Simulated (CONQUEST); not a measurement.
# Na under changes of volume

One of the cells (39.256 Å³/atom); the others are scaled copies at fixed shape and fractional positions:

```
Na
1.0
     4.28200    0.00000    0.00000
     0.00000    4.28200    0.00000
     0.00000    0.00000    4.28200
Na
2
Direct
  0.00000 0.00000 0.00000
  0.50000 0.50000 0.50000
```

| Quantity | Value |
| --- | --- |
| Program | CONQUEST 1.3 |
| Functional | PBEsol |
| Potentials or basis | PseudoDojo NC PBEsol, DZP, grid of 40 × 40 × 40 points |
| k mesh | 6 × 6 × 6 |
| Occupations | fermi-dirac, width 0.05 eV |
| Spin | no spin polarisation |

```tsv
volume (Å³/atom)	energy over the lowest point (meV/atom)	pressure (GPa)
36.901	0.00	-0.4
37.686	2.54	-0.6
38.471	5.74	-0.7
39.256	9.70	-0.9
40.041	?	?
40.827	19.42	-1.1
41.612	25.10	-1.2
```

What does the run at 40.041 Å³/atom give?

Energy over the lowest point 14.24 meV/atom; pressure -1.0 GPa.

Worked out: A Birch-Murnaghan fit of order 3 (a polynomial in V^(-2/3)) to the other rows has no minimum within the range. It gives 14.26 meV/atom at 40.041 Å³/atom, against the run's 14.24, and -dE/dV = -1.0 GPa, against -1.0.

Energies are extrapolated to zero smearing.

Caveats: the basis of atomic orbitals isn't converged, which shifts pressures, moduli and gaps.
